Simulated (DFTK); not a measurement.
PtS2:

```
CELL_PARAMETERS angstrom
3.54320 0.00000 0.00000
-1.77160 3.06850 0.00000
0.00000 0.00000 5.03880
ATOMIC_POSITIONS crystal
Pt 0.00000 0.00000 0.00000
S 0.66667 0.33333 0.77300
S 0.33333 0.66667 0.22700
```

Base run:

```yaml
Program: DFTK 0.8.2
Functional: PBE
Potentials_or_basis: dojo.nc.sr.pbe.v0_4_1.standard.upf (PBE)
Cutoff: 1143 eV
k_mesh: 9 × 9 × 5
Occupations: fermi-dirac, width 0.05 eV
Spin: no spin polarisation
```

Its results: band gap on the k mesh 1.01 eV, indirect (least direct gap 1.06 eV); pressure 11.4 GPa; largest force 1.242 eV/Å.

Task: The run is repeated on the same cell with these changes: functional from PBE to PBEsol; potentials or basis from dojo.nc.sr.pbe.v0_4_1.standard.upf (PBE) to dojo.nc.sr.pbesol.v0_4_1.standard.upf (PBEsol). What comes out?

Result: Band gap on the k mesh 0.95 eV, indirect (least direct gap 0.99 eV); pressure 6.2 GPa; largest force 0.938 eV/Å.

Caveats: spin-orbit coupling is left out, which moves the levels of the heavy elements; an odd mesh through Γ misses points on the zone boundary, where band edges often lie; forces of over 1 eV/Å show positions far from the minimum, so gaps and moduli don't describe the material at rest (some runs).

Not every run made on this cell is shown here.
